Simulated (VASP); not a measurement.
Wanted: the native input for a VASP 6.6.1 run.

- Task: electron localisation function
- Functional: PBEsol
- Potentials or basis: VASP PAW PBE potentials, release 64 (Sb)
- Cutoff: 520 eV
- k mesh: 9 × 9 × 5
- Occupations: gaussian, width 0.02 eV
- Spin: no spin polarisation
- Further INCAR settings: ALGO = Normal; EDIFF = 1e-06

The structure of Sb lies in POSCAR:

```
Sb
1.0
    0.0000000000     -2.3712425200     -2.3712425200
   -2.3712425200      0.0000000000     -2.3712425200
    2.3712425200      2.3712425200     -4.7424850400
Sb
2
Direct
    0.4898204400      0.4577360300      0.5601456900
    0.0101795600      0.0422639700      0.9398543100
```

The cell isn't the ideal one: all atoms moved at random, sigma 0.25 Å a component.

One way to write it, as run:

INCAR

```
SYSTEM = Sb
ALGO     = Normal         ! electronic algorithm
EDIFF    = 1E-6           ! SCF threshold, eV
ENCUT    = 520            ! plane-wave cutoff, eV
GGA      = PS             ! functional
ISIF     = 2              ! what is computed and relaxed
ISMEAR   = 0              ! smearing method
LASPH    = .True.         ! aspherical terms in the spheres
LCHARG   = .True.         ! write CHGCAR
LELF     = .True.         ! ELF
LREAL    = .False.        ! projectors in reciprocal space
LWAVE    = .False.        ! write WAVECAR
NELM     = 60             ! most SCF steps
PREC     = Accurate       ! precision mode
SIGMA    = 0.02           ! smearing width, eV
```

KPOINTS

```
k-points
0
Gamma
  9 9 5
  0 0 0
```

Potentials or basis: VASP PAW PBE potentials, release 64 (Sb).

Command:

```bash
$ cat potpaw_PBE.64/Sb/POTCAR > POTCAR
$ mpirun -np 1 vasp_std > vasp.out
```

Results of the run:

| Property | Result |
| --- | --- |
| Pressure | 10.1 GPa |
| Largest force | 1.870 eV/Å |
| Band gap on the k mesh | none (metal or under the smearing width) |

Caveat: the PAW data sets were made with another functional, which shifts forces and pressure a little.

It took 38 s on 1 thread of Intel(R) Xeon(R) 6975P-C (Granite Rapids), with other jobs on the host, peak memory 0.24 GiB.
